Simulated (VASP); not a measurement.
# ZnGa2O4 (Fd-3m) in VASP: further runs, part 2 of 2

VASP 6.6.1.

## 4. Relaxation of cell and atoms, r2SCAN

INCAR reads:

```
PREC = Accurate ; ENCUT = 600
EDIFF = 1E-6 ; ISMEAR = 0
SIGMA = 0.03 ; LREAL = False
LASPH = True ; NELM = 80
ALGO = Normal ; ISIF = 3
LWAVE = False ; LCHARG = False
METAGGA = R2SCAN ; LMIXTAU = True
IBRION = 2 ; NSW = 90
EDIFFG = -0.01 ; KPAR = 4
```

KPOINTS reads:

```
Automatic mesh
0
Gamma
  6 6 6
```

POSCAR reads:

```
ZnGa2O4
1.0
    0.0000000000      4.1711888808      4.1711888808
    4.1711888808      0.0000000000      4.1711888808
    4.1711888808      4.1711888808      0.0000000000
Zn Ga O
2 4 8
Direct
    0.5000000000      0.5000000000      0.5000000000
    0.7500000000      0.7500000000      0.7500000000
    0.1250000000      0.1250000000      0.6250000000
    0.1250000000      0.6250000000      0.1250000000
    0.6250000000      0.1250000000      0.1250000000
    0.1250000000      0.1250000000      0.1250000000
    0.8865055100      0.3404834700      0.8865055100
    0.3634944900      0.3634944900      0.9095165300
    0.3634944900      0.3634944900      0.3634944900
    0.9095165300      0.3634944900      0.3634944900
    0.8865055100      0.8865055100      0.8865055100
    0.3404834700      0.8865055100      0.8865055100
    0.3634944900      0.9095165300      0.3634944900
    0.8865055100      0.8865055100      0.3404834700
```

Run with:

```bash
> cat potpaw_PBE.64/Zn/POTCAR potpaw_PBE.64/Ga_d/POTCAR potpaw_PBE.64/O/POTCAR > POTCAR
> mpirun -np 4 vasp_std > vasp.out
```

It took 15 min on 4 MPI ranks of Intel Xeon 6975P-C (Granite Rapids), shared host; peak memory 0.46 GiB.

The run converged. Its results:

```
Free energy                  : -139.6198 eV
Energy gained by relaxing    : 0.0 meV/atom
Ionic steps                  : 9
Pressure after relaxing      : 0.1 GPa
Largest force after relaxing : 0.008 eV/Å
Band gap on the k mesh       : 3.21 eV, indirect (least direct gap 3.38 eV)
```

Forces on the atoms (eV/Å):
```
Zn   0.000  0.000  0.000
Zn   0.000  0.000  0.000
Ga   0.000  0.000  0.000
Ga   0.000  0.000  0.000
Ga   0.000  0.000  0.000
Ga   0.000  0.000  0.000
O   -0.004  0.004 -0.004
O    0.004  0.004 -0.004
O   -0.004 -0.004 -0.004
O   -0.004  0.004  0.004
O    0.004  0.004  0.004
O    0.004 -0.004 -0.004
O    0.004 -0.004  0.004
O   -0.004 -0.004  0.004
```

Final structure:
```yaml
crystal:
  lattice:
    - [0.00000, 4.17109, 4.17109]
    - [4.17109, 0.00000, 4.17109]
    - [4.17109, 4.17109, 0.00000]
  atoms:
    - { symbol: Zn, position: [0.50000, 0.50000, 0.50000] }
    - { symbol: Zn, position: [0.75000, 0.75000, 0.75000] }
    - { symbol: Ga, position: [0.12500, 0.12500, 0.62500] }
    - { symbol: Ga, position: [0.12500, 0.62500, 0.12500] }
    - { symbol: Ga, position: [0.62500, 0.12500, 0.12500] }
    - { symbol: Ga, position: [0.12500, 0.12500, 0.12500] }
    - { symbol: O, position: [0.88651, 0.34048, 0.88651] }
    - { symbol: O, position: [0.36349, 0.36349, 0.90952] }
    - { symbol: O, position: [0.36349, 0.36349, 0.36349] }
    - { symbol: O, position: [0.90952, 0.36349, 0.36349] }
    - { symbol: O, position: [0.88651, 0.88651, 0.88651] }
    - { symbol: O, position: [0.34048, 0.88651, 0.88651] }
    - { symbol: O, position: [0.36349, 0.90952, 0.36349] }
    - { symbol: O, position: [0.88651, 0.88651, 0.34048] }
```

Levels at points of the mesh, in eV from the valence-band top:
```csv
k point,band 60,band 61,band 62,band 63,band 64,band 65
"(0.00, 0.00, 0.00)",-0.17,-0.17,-0.17,3.21,6.78,6.78
"(0.50, 0.00, 0.00)",-0.26,-0.05,-0.05,6.05,6.25,7.95
"(0.50, 0.50, 0.00)",-0.26,-0.23,-0.23,6.80,6.80,8.58
```

Caveat: the PAW data sets were made with another functional, which shifts forces and pressure a little.

## 5. Relaxation of cell and atoms, r2SCAN

INCAR reads:

```
PREC = Accurate ; ENCUT = 600
EDIFF = 1E-7 ; ISMEAR = 0
SIGMA = 0.03 ; LREAL = False
LASPH = True ; NELM = 80
ALGO = Normal ; ISIF = 3
LWAVE = False ; LCHARG = False
METAGGA = R2SCAN ; LMIXTAU = True
IBRION = 2 ; NSW = 90
EDIFFG = -0.005 ; KPAR = 4
```

KPOINTS is that of step 4.

POSCAR reads:

```
ZnGa2O4                                 
1.0
    0.0000000000      4.1710928023      4.1710928023
    4.1710928023      0.0000000000      4.1710928023
    4.1710928023      4.1710928023     -0.0000000000
  Zn              Ga              O             
     2     4     8
Direct
     0.5000000000000000    0.5000000000000000    0.5000000000000000
     0.7500000000000000    0.7500000000000000    0.7500000000000000
     0.1250000000000000    0.1250000000000000    0.6250000000000000
     0.1250000000000000    0.6250000000000000    0.1250000000000000
     0.6250000000000000    0.1250000000000000    0.1250000000000000
     0.1250000000000000    0.1250000000000000    0.1250000000000000
     0.8865055003886320    0.3404834988341042    0.8865055003886320
     0.3634944996113681    0.3634944996113681    0.9095165011658960
     0.3634944996113681    0.3634944996113681    0.3634944996113681
     0.9095165011658960    0.3634944996113681    0.3634944996113681
     0.8865055003886320    0.8865055003886320    0.8865055003886320
     0.3404834988341042    0.8865055003886320    0.8865055003886320
     0.3634944996113681    0.9095165011658960    0.3634944996113681
     0.8865055003886320    0.8865055003886320    0.3404834988341042
```

Potentials or basis: VASP PAW PBE potentials, release 64 (Zn, Ga_d, O).

Run with:

```bash
> cat potpaw_PBE.64/Zn/POTCAR potpaw_PBE.64/Ga_d/POTCAR potpaw_PBE.64/O/POTCAR > POTCAR
> mpirun -np 4 vasp_std > vasp.out
```

OUTCAR:

```text
PREC = Accurate
   ENCUT = 600
   EDIFF = 1E-7
   ISMEAR = 0
   LREAL = False
   LASPH = True
   NELM = 80
   ISIF = 3
   METAGGA = R2SCAN
   IBRION = 2
   NSW = 90
   EDIFFG = -0.005

 ion  position               nearest neighbor table
   1  0.500  0.500  0.500-   9 1.97   8 1.97  10 1.97  13 1.97
   2  0.750  0.750  0.750-  11 1.97  14 1.97  12 1.97   7 1.97
   3  0.125  0.125  0.625-   7 1.99  10 1.99  12 1.99  13 1.99   9 1.99  11 1.99
   4  0.125  0.625  0.125-   8 1.99  10 1.99  12 1.99  14 1.99   9 1.99  11 1.99
   5  0.625  0.125  0.125-   7 1.99   8 1.99  13 1.99  14 1.99   9 1.99  11 1.99
   6  0.125  0.125  0.125-   7 1.99   8 1.99  10 1.99  12 1.99  13 1.99  14 1.99
   7  0.887  0.340  0.887-   2 1.97   3 1.99   5 1.99   6 1.99
   8  0.363  0.363  0.910-   1 1.97   4 1.99   5 1.99   6 1.99
   9  0.363  0.363  0.363-   1 1.97   3 1.99   4 1.99   5 1.99
  10  0.910  0.363  0.363-   1 1.97   3 1.99   4 1.99   6 1.99
  11  0.887  0.887  0.887-   2 1.97   3 1.99   4 1.99   5 1.99
[... 351 lines left out ...]

 number of electron     123.9999983 magnetization

------------------------ aborting loop because EDIFF is reached ----------------------------------------
[... 91 lines left out ...]
--------------------------------------- Ionic step       23  -------------------------------------------

 number of electron     123.9999983 magnetization

 Free energy of the ion-electron system (eV)
  ---------------------------------------------------
  ext. energy  EPLUGINS =         0.00000000
  ---------------------------------------------------
  free energy    TOTEN  =      -139.61976520 eV

  energy without entropy =     -139.61976520  energy(sigma->0) =     -139.61976520

 E-fermi :   2.9161     XC(G=0): -12.5917

 val. band max:        2.7216367267   @ k =  -0.3333   0.1667   0.0000
 cond. band min:       5.9248979723   @ k =   0.0000   0.0000   0.0000
 fundamental gap:      3.2032612455
 Fermi energy:         2.9160611130

 k-point     1 :       0.0000    0.0000    0.0000
  band No.  band energies     occupation
      1     -16.9280      2.00000
      2     -15.5124      2.00000
      3     -15.3048      2.00000
      4     -15.3048      2.00000
      5     -15.3048      2.00000
      6     -15.1213      2.00000
[... 1262 lines left out ...]
  FREE ENERGIE OF THE ION-ELECTRON SYSTEM (eV)
  ---------------------------------------------------
  free  energy   TOTEN  =      -139.6197652007 eV

  energy  without entropy=     -139.6197652007  energy(sigma->0) =     -139.61976520

 reached required accuracy - stopping structural energy minimisation
```

OSZICAR:

```text
N       E                     dE             d eps       ncg     rms          rms(c)
DAV:   1     0.195318246155E+04    0.19532E+04   -0.60057E+04  2676   0.332E+03
[... 161 lines left out ...]
DAV:   2    -0.139619767841E+03   -0.63536E-06   -0.24921E-05  3100   0.362E-02    0.278E-03
DAV:   3    -0.139619766229E+03    0.16119E-05   -0.26019E-06  2446   0.131E-02    0.310E-03
DAV:   4    -0.139619765921E+03    0.30808E-06   -0.25260E-07  2072   0.606E-03    0.144E-03
DAV:   5    -0.139619765301E+03    0.61944E-06   -0.99157E-08  1406   0.216E-03    0.210E-04
DAV:   6    -0.139619765144E+03    0.15690E-06   -0.57110E-08  1232   0.229E-03    0.441E-04
DAV:   7    -0.139619765249E+03   -0.10440E-06   -0.78840E-09  1226   0.784E-04    0.184E-04
DAV:   8    -0.139619765201E+03    0.47950E-07   -0.25404E-09  1226   0.484E-04
  23 F= -.13961977E+03 E0= -.13961977E+03  d E =0.287322E-06
```

Run time: 22 min. Hardware: 4 MPI ranks of Intel Xeon 6975P-C (Granite Rapids), shared host; peak memory 0.49 GiB.

What came out:

```
Free energy                            : -139.6198 eV
Relaxed volume                         : 10.38 Å³/atom
Relaxed cell                           : a = 5.900 Å, b = 5.900 Å, c = 5.900 Å, α = 60.00°, β = 60.00°, γ = 60.00°
Space group after relaxing (to 0.05 Å) : Fd-3m (No. 227)
Energy gained by relaxing              : 0.0 meV/atom
Ionic steps                            : 23
Pressure after relaxing                : 0.0 GPa
Band gap on the k mesh                 : 3.20 eV, indirect (least direct gap 3.37 eV)
```

Final structure:
```
CELL_PARAMETERS angstrom
0.00000 4.17221 4.17221
4.17221 0.00000 4.17221
4.17221 4.17221 0.00000
ATOMIC_POSITIONS crystal
Zn 0.50000 0.50000 0.50000
Zn 0.75000 0.75000 0.75000
Ga 0.12500 0.12500 0.62500
Ga 0.12500 0.62500 0.12500
Ga 0.62500 0.12500 0.12500
Ga 0.12500 0.12500 0.12500
O 0.88653 0.34041 0.88653
O 0.36347 0.36347 0.90959
O 0.36347 0.36347 0.36347
O 0.90959 0.36347 0.36347
O 0.88653 0.88653 0.88653
O 0.34041 0.88653 0.88653
O 0.36347 0.90959 0.36347
O 0.88653 0.88653 0.34041
```

Levels at points of the mesh, in eV from the valence-band top:
```csv
k point,band 58,band 59,band 60,band 61,band 62,band 63,band 64,band 65,band 66,band 67
"(0.00, 0.00, 0.00)",-0.22,-0.22,-0.17,-0.17,-0.17,3.20,6.78,6.78,6.78,7.33
"(0.50, 0.00, 0.00)",-0.65,-0.26,-0.26,-0.05,-0.05,6.04,6.24,7.94,8.39,8.39
"(0.50, 0.50, 0.00)",-0.74,-0.26,-0.26,-0.23,-0.23,6.79,6.79,8.57,8.57,8.76
```

Caveat: the PAW data sets were made with another functional, which shifts forces and pressure a little.

## 6. Relaxation of cell and atoms, PBE

INCAR reads:

```
SYSTEM = ZnGa2O4
PREC     = Accurate       ! precision mode
ENCUT    = 300            ! plane-wave cutoff, eV
EDIFF    = 1E-6           ! SCF threshold, eV
ISMEAR   = 0              ! smearing method
SIGMA    = 0.03           ! smearing width, eV
LREAL    = .FALSE.        ! projectors in reciprocal space
LASPH    = .TRUE.         ! aspherical terms in the spheres
NELM     = 80             ! most SCF steps
ALGO     = Normal         ! electronic algorithm
ISIF     = 3              ! what is computed and relaxed
LWAVE    = .FALSE.        ! write WAVECAR
LCHARG   = .FALSE.        ! write CHGCAR
GGA      = PE             ! functional
IBRION   = 2              ! ionic algorithm
NSW      = 90             ! ionic steps
EDIFFG   = -0.01          ! ionic threshold
```

KPOINTS reads:

```
Automatic mesh
0
G
  3 3 3
  0 0 0
```

POSCAR reads:

```
ZnGa2O4
1.0
    0.0000000000      4.1711888808      4.1711888808
    4.1711888808      0.0000000000      4.1711888808
    4.1711888808      4.1711888808      0.0000000000
Zn Ga O
2 4 8
Direct
    0.5000000000      0.5000000000      0.5000000000
    0.7500000000      0.7500000000      0.7500000000
    0.1250000000      0.1250000000      0.6250000000
    0.1250000000      0.6250000000      0.1250000000
    0.6250000000      0.1250000000      0.1250000000
    0.1250000000      0.1250000000      0.1250000000
    0.8865055100      0.3404834700      0.8865055100
    0.3634944900      0.3634944900      0.9095165300
    0.3634944900      0.3634944900      0.3634944900
    0.9095165300      0.3634944900      0.3634944900
    0.8865055100      0.8865055100      0.8865055100
    0.3404834700      0.8865055100      0.8865055100
    0.3634944900      0.9095165300      0.3634944900
    0.8865055100      0.8865055100      0.3404834700
```

Potentials or basis: VASP PAW PBE potentials, release 64 (Zn, Ga_d, O_s).

Run with:

```bash
> cat potpaw_PBE.64/Zn/POTCAR potpaw_PBE.64/Ga_d/POTCAR potpaw_PBE.64/O_s/POTCAR > POTCAR
> mpirun -np 4 vasp_std > vasp.out
```

OUTCAR:

```text
SYSTEM = ZnGa2O4
   PREC = Accurate
   ENCUT = 300
   EDIFF = 1E-6
   ISMEAR = 0
   LREAL = .FALSE.
   LASPH = .TRUE.
   NELM = 80
   ISIF = 3
   GGA = PE
   IBRION = 2
   NSW = 90
   EDIFFG = -0.01

 ion  position               nearest neighbor table
   1  0.500  0.500  0.500-   8 1.97  10 1.97  13 1.97   9 1.97
   2  0.750  0.750  0.750-   7 1.97  12 1.97  14 1.97  11 1.97
   3  0.125  0.125  0.625-   7 1.99   9 1.99  10 1.99  11 1.99  12 1.99  13 1.99
   4  0.125  0.625  0.125-   8 1.99   9 1.99  10 1.99  11 1.99  12 1.99  14 1.99
   5  0.625  0.125  0.125-   7 1.99   8 1.99   9 1.99  11 1.99  13 1.99  14 1.99
   6  0.125  0.125  0.125-   7 1.99   8 1.99  10 1.99  12 1.99  13 1.99  14 1.99
   7  0.887  0.340  0.887-   2 1.97   3 1.99   5 1.99   6 1.99
   8  0.363  0.363  0.910-   1 1.97   4 1.99   5 1.99   6 1.99
   9  0.363  0.363  0.363-   1 1.97   3 1.99   4 1.99   5 1.99
  10  0.910  0.363  0.363-   1 1.97   3 1.99   4 1.99   6 1.99
  11  0.887  0.887  0.887-   2 1.97   3 1.99   4 1.99   5 1.99
  12  0.340  0.887  0.887-   2 1.97   3 1.99   4 1.99   6 1.99
  13  0.363  0.910  0.363-   1 1.97   3 1.99   5 1.99   6 1.99
  14  0.887  0.887  0.340-   2 1.97   4 1.99   5 1.99   6 1.99

  LATTYP: Found a face centered cubic cell.
 ALAT       =     8.3423777616

  Lattice vectors:

 A1 = (   0.0000000000,   4.1711888808,   4.1711888808)
 A2 = (   4.1711888808,   0.0000000000,   4.1711888808)
 A3 = (   4.1711888808,   4.1711888808,   0.0000000000)

Analysis of symmetry for initial positions (statically):
=====================================================================
 Subroutine PRICEL returns:
 Original cell was already a primitive cell.

 Routine SETGRP: Setting up the symmetry group for a
 face centered cubic supercell.

 Subroutine GETGRP returns: Found 48 space group operations
 (whereof 24 operations were pure point group operations)
 out of a pool of 48 trial point group operations.
[... 146 lines left out ...]
   LHFCALC =     F    Hartree Fock is set to
   AEXX    =    0.0000 exact exchange contribution
   IVDW    =     0    specifies the selected vdW correction
   LEPSILON=     F    determine dielectric tensor
   LRPA    =     F    only Hartree local field effects (RPA)
 conjugate gradient relaxation of ions
 non-spin polarized calculation
 Gauss-broadening in eV      SIGMA  =   0.03
  energy-cutoff  :      300.00
  volume of cell :      145.15
 maximum number of plane-waves:      1712
 NGX is ok and might be reduce to    36
   NGX = 17   NGY = 17   NGZ = 17

--------------------------------------- Ionic step        1  -------------------------------------------

 number of electron     124.0000140 magnetization

 Free energy of the ion-electron system (eV)
  ---------------------------------------------------
  ext. energy  EPLUGINS =         0.00000000
  ---------------------------------------------------
  free energy    TOTEN  =       -77.94536966 eV

  energy without entropy =      -77.94536966  energy(sigma->0) =      -77.94536966

------------------------ aborting loop because EDIFF is reached ----------------------------------------

  FORCE on cell =-STRESS in cart. coord.  units (eV):
  Direction    XX          YY          ZZ          XY          YZ          ZX
  --------------------------------------------------------------------------------------
  -------------------------------------------------------------------------------------
  Total        6.0824775      6.0824775      6.0824775      0.0000000     -0.0000000      0.0000000
  in kB       67.1400301     67.1400301     67.1400301      0.0000000     -0.0000000      0.0000000
  external PRESSURE =      67.1400301 kB  Pullay stress =       0.0000000 kB
[... 179 lines left out ...]
--------------------------------------- Ionic step        5  -------------------------------------------

 number of electron     124.0000209 magnetization

 Free energy of the ion-electron system (eV)
  ---------------------------------------------------
  ext. energy  EPLUGINS =         0.00000000
  ---------------------------------------------------
  free energy    TOTEN  =       -78.03768999 eV

  energy without entropy =      -78.03768999  energy(sigma->0) =      -78.03768999

 E-fermi :   3.3230     XC(G=0): -11.5421

 val. band max:        3.1388686893   @ k =  -0.3333   0.3333   0.0000
 cond. band min:       5.5267079177   @ k =   0.0000   0.0000   0.0000
 fundamental gap:      2.3878392284
 Fermi energy:         3.3229645501

 k-point     1 :       0.0000    0.0000    0.0000
  band No.  band energies     occupation
      1     -15.3250      2.00000
      2     -13.9360      2.00000
      3     -13.7697      2.00000
      4     -13.7697      2.00000
      5     -13.7697      2.00000
      6     -13.5452      2.00000
[... 297 lines left out ...]
     73      13.6416      0.00000
     74      14.2725      0.00000
 [bands above 74 left out]

------------------------ aborting loop because EDIFF is reached ----------------------------------------

  FORCE on cell =-STRESS in cart. coord.  units (eV):
  Direction    XX          YY          ZZ          XY          YZ          ZX
  --------------------------------------------------------------------------------------
  -------------------------------------------------------------------------------------
  Total        0.0950590      0.0950590      0.0950590      0.0000000     -0.0000000     -0.0000000
  in kB        1.0181760      1.0181760      1.0181760      0.0000000     -0.0000000     -0.0000000
  external PRESSURE =       1.0181760 kB  Pullay stress =       0.0000000 kB
[... 29 lines left out ...]
  FREE ENERGIE OF THE ION-ELECTRON SYSTEM (eV)
  ---------------------------------------------------
  free  energy   TOTEN  =       -78.0376899876 eV

  energy  without entropy=      -78.0376899876  energy(sigma->0) =      -78.03768999

 reached required accuracy - stopping structural energy minimisation
```

Run time: 49 s. Hardware: 4 MPI ranks of AMD EPYC 7R13 (Zen 3), shared host; peak memory 0.12 GiB.

The run converged, but some of its settings lie outside the range that counts as converged, so its numbers aren't taken as properties of the crystal.

Results:

* Free energy: -78.0377 eV
* Relaxed volume: 10.68 Å³/atom
* Relaxed cell: a = 5.958 Å, b = 5.958 Å, c = 5.958 Å, α = 60.00°, β = 60.00°, γ = 60.00°
* Space group after relaxing (to 0.05 Å): Fd-3m (No. 227)
* Energy gained by relaxing: 6.6 meV/atom
* Ionic steps: 5
* Largest force after relaxing: 0.008 eV/Å
* Band gap on the k mesh: 2.39 eV, indirect (least direct gap 2.55 eV)

Caveat: the k mesh is coarse (spacing up to 0.43 Å⁻¹), so the values aren't converged; the cutoff is under 1.25 times the usual one of these potentials, so pressure, stress and relaxed cells hold a basis-set (Pulay) error; an odd mesh through Γ misses points on the zone boundary, where band edges often lie.
